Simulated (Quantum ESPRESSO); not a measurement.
Runs of Quantum ESPRESSO 7.5 on InAs. It takes space group F-43m (No. 216, cubic). The conventional cell has a = 6.036 Å, b = 6.036 Å, c = 6.036 Å, α = 90.00°, β = 90.00°, γ = 90.00°. In (site symmetry -43m) is surrounded by 4 As at 2.61 Å. Around As (site symmetry -43m) lie 4 In at 2.61 Å. 

```tsv
task	level	potentials or basis	cell	k mesh	cutoff (eV)	smearing	SCF threshold	form of the LDA correlation	rVV10 parameter b	q mesh for exact exchange	cutoff for exact exchange	mesh quality	gap on the mesh (eV)	pressure (GPa)	V0 of scaled cells (Å³/atom)	B0 (GPa)
single point	PBEsol	SG15 PBE 1.2	as given	6 × 6 × 6	952	fermi-dirac 0.05 eV	4e-10 Ry	-	-	-	-	coarse	none	(c)	-	-
band structure	LDA	JTH 2.0 LDA	as given	8 × 8 × 8	612	fermi-dirac 0.05 eV	4e-10 Ry	PW92	-	-	-	not flagged	none	-0.3	-	-
band structure	PBEsol	PseudoDojo 0.4.1 SR PBEsol standard	as given	8 × 8 × 8	1143	fermi-dirac 0.05 eV	4e-10 Ry	-	-	-	-	not flagged	none	1.6	-	-
phonons	rPW86PBE+rVV10	PseudoDojo 0.4.1 SR PBE standard	relaxed	8 × 8 × 8	1143	cold 0.272 eV	4e-10 Ry	-	6.3	-	-	not flagged	none	0.1	-	-
equation of state	PBEsol	PseudoDojo 0.4.1 SR PBEsol standard	as given	8 × 8 × 8	1143	fermi-dirac 0.05 eV	4e-10 Ry	-	-	-	-	not flagged	-	-	28.25	(a)
single point	PBE	SG15 PBE 1.2	as given	6 × 6 × 6	952	fermi-dirac 0.05 eV	4e-10 Ry	-	-	-	-	coarse	none	4.5	-	-
equation of state	PBE+D2	PseudoDojo 0.4.1 SR PBE standard	as given	8 × 8 × 8	1143	fermi-dirac 0.05 eV	4e-10 Ry	-	-	-	-	not flagged	-	-	(b)	54
```

Alike in all rows: no spin polarisation.

Problem. Fill in the values left out.

Solution. (a) 56; (b) 27.73; (c) 2.5.

Caveats: this crystal is a semiconductor, whose small gap the functional closes, so the metal is an error of the method (some runs); the potentials were made for another functional, which shifts forces and pressure (some runs); the cutoff is low for these files, which shifts pressure and relaxed volume (some runs); pairwise dispersion overbinds metals, which lowers pressure and volume (some runs).

A k mesh can miss the band edges, and the runs leave out spin-orbit coupling on As, In.

A gap of «none» marks a metal or a gap under the smearing width.

Not every run made on this cell is shown here.
